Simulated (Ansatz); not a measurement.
## (110) slab of rutile SnO2, 12.7 Å thick as cut, bare faces

Ansatz, PAW, plane waves, no spin–orbit coupling unless named; atoms relaxed with PBEsol, the curve by HSE06. The curve holds the local part of the PAW potentials, so its shape inside matter depends on the files.

```yaml
crystal:
  lattice:
    - [0.00000, 0.00000, 3.21210]
    - [4.76905, -4.76905, 0.00000]
    - [18.19373, 18.19373, 0.00000]
  atoms:
    - { symbol: Sn, position: [0.00267, 0.99972, 0.69041] }
    - { symbol: Sn, position: [0.00265, 0.49990, 0.30974] }
    - { symbol: Sn, position: [0.00285, 0.99981, 0.42949] }
    - { symbol: Sn, position: [0.00281, 0.49979, 0.57065] }
    - { symbol: Sn, position: [0.50258, 0.49974, 0.70594] }
    - { symbol: Sn, position: [0.50261, 0.99991, 0.29420] }
    - { symbol: Sn, position: [0.50282, 0.49980, 0.43966] }
    - { symbol: Sn, position: [0.50277, 0.99977, 0.56048] }
    - { symbol: O, position: [0.00260, 0.00020, 0.24859] }
    - { symbol: O, position: [0.00279, 0.49985, 0.38734] }
    - { symbol: O, position: [0.00278, 0.99978, 0.51108] }
    - { symbol: O, position: [0.00264, 0.50004, 0.64954] }
    - { symbol: O, position: [0.00259, 0.49963, 0.75155] }
    - { symbol: O, position: [0.00272, 0.99988, 0.35060] }
    - { symbol: O, position: [0.00283, 0.49984, 0.48908] }
    - { symbol: O, position: [0.00275, 0.99975, 0.61281] }
    - { symbol: O, position: [0.50267, 0.18517, 0.70210] }
    - { symbol: O, position: [0.50265, 0.68528, 0.29797] }
    - { symbol: O, position: [0.50284, 0.19531, 0.43376] }
    - { symbol: O, position: [0.50280, 0.69526, 0.56639] }
    - { symbol: O, position: [0.50267, 0.81439, 0.70225] }
    - { symbol: O, position: [0.50265, 0.31454, 0.29798] }
    - { symbol: O, position: [0.50283, 0.80435, 0.43374] }
    - { symbol: O, position: [0.50280, 0.30431, 0.56640] }
```

Planar mean of the electrostatic potential energy along the normal, from the vacuum level:

```
z (Å)  v (eV)
 0.00    0.00
 0.29    0.00
 0.71    0.00
 1.00    0.00
 1.29    0.00
 1.72    0.00
 2.00    0.00
 2.29    0.00
 2.72    0.00
 3.00    0.00
 3.43    0.00
 3.72    0.00
 4.00    0.00
 4.43   -0.01
 4.72   -0.03
 5.00   -0.07
 5.43   -0.33
 5.72   -0.96
 6.00   -2.93
 6.43   -5.85
 6.72   -7.48
 7.00   -9.23
 7.43  -13.91
 7.72  -14.37
 8.15  -11.91
 8.43   -9.88
 8.72   -8.94
 9.15   -6.30
 9.43   -5.35
 9.72   -5.64
10.15   -8.32
10.43  -10.39
10.72  -12.84
11.15  -14.20
11.44  -13.60
11.72  -11.52
12.15   -7.94
12.44   -6.76
12.86   -7.14
13.15   -6.85
13.44   -7.16
13.87   -9.87
14.15  -12.82
14.44  -14.02
14.87  -13.71
15.15  -11.62
15.44   -9.42
15.87   -6.40
16.15   -5.34
16.44   -5.57
16.87   -8.11
17.15   -9.54
17.44  -10.58
17.87  -13.79
18.15  -14.46
18.58  -11.05
18.87   -8.26
19.15   -6.66
19.58   -4.02
19.87   -1.88
20.16   -0.54
20.58   -0.12
20.87   -0.04
21.16   -0.02
21.58    0.00
21.87    0.00
22.16    0.00
22.59    0.00
22.87    0.00
23.30    0.00
23.59    0.00
23.87    0.00
24.30    0.00
24.59    0.00
24.87    0.00
25.30    0.00
25.59    0.00
```

How far below the vacuum level do the top filled and the lowest empty level lie, by each functional?

PBEsol: 7.55 and 6.67 eV (gap 0.88 eV, a 6×3×1 mesh); HSE06: 8.65 and 6.41 eV (gap 2.24 eV, a 4×2×1 mesh); r²SCAN: 7.82 and 6.52 eV (gap 1.30 eV, a 4×2×1 mesh). Either level can be a surface state and not a band edge of the crystal.
